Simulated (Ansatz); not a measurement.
Level of theory: DFT PBE, scalar-relativistic, plane waves, PAW (Ansatz 0.2.0). All cells share a 420 eV cutoff and Γ-centred k meshes spaced at most about 0.3 Å⁻¹ (about 0.25 or finer for metals, 2π included). No spin polarisation.

All energies are static (0 K, no zero-point motion).

Two relaxed structures of Si₆Ru:

A.

```
Si Ru
1.0
     7.27782    0.00000    0.00000
     0.00000    7.45156    0.00000
     0.00000    0.00000    4.25394
Si Ru
12 2
Cartesian
  0.0000 0.0000 3.8910
  3.6389 0.0000 3.6982
  5.5344 0.0000 2.3160
  1.7434 0.0000 2.3160
  0.0000 5.1199 0.2929
  3.6389 5.3737 0.4612
  5.5018 5.0540 2.0110
  1.7760 5.0540 2.0110
  0.0000 2.3316 0.2929
  3.6389 2.0778 0.4612
  5.5018 2.3976 2.0110
  1.7760 2.3976 2.0110
  5.2822 3.7258 4.0050
  1.9956 3.7258 4.0050
```

B.

```
Si Ru
1.0
     3.80137    0.00000    0.00000
     0.00000    3.80137    0.00000
     0.00000    0.00000    7.77241
Si Ru
6 1
Direct
  0.00000 0.50000 0.50000
  0.50000 0.00000 0.50000
  0.00000 0.50000 0.80823
  0.50000 0.00000 0.80823
  0.00000 0.50000 0.19177
  0.50000 0.00000 0.19177
  0.00000 0.00000 0.00000
```

**Question.** Which would you expect to be lower, and how large is the difference?

**Answer.** A is lower, by 93 meV/atom. A has space group Pmm2 (No. 25), 16.5 Å³/atom and no gap on its mesh; B has space group P4/mmm (No. 123), 16.0 Å³/atom and no gap. Counting Si atoms around Ru (those within 1.25 times the shortest such distance or 1.15 times the sum of covalent radii, 1.27 where that leaves under three), A and B both have Ru 8. A holds Si–Si nets (shortest 2.31 Å); B holds Si–Si units of three or more atoms (shortest 2.40 Å). Origin: A, invented, then shaken at random and relaxed again; B, invented.

Cells relaxed within their symmetry can be saddle points.
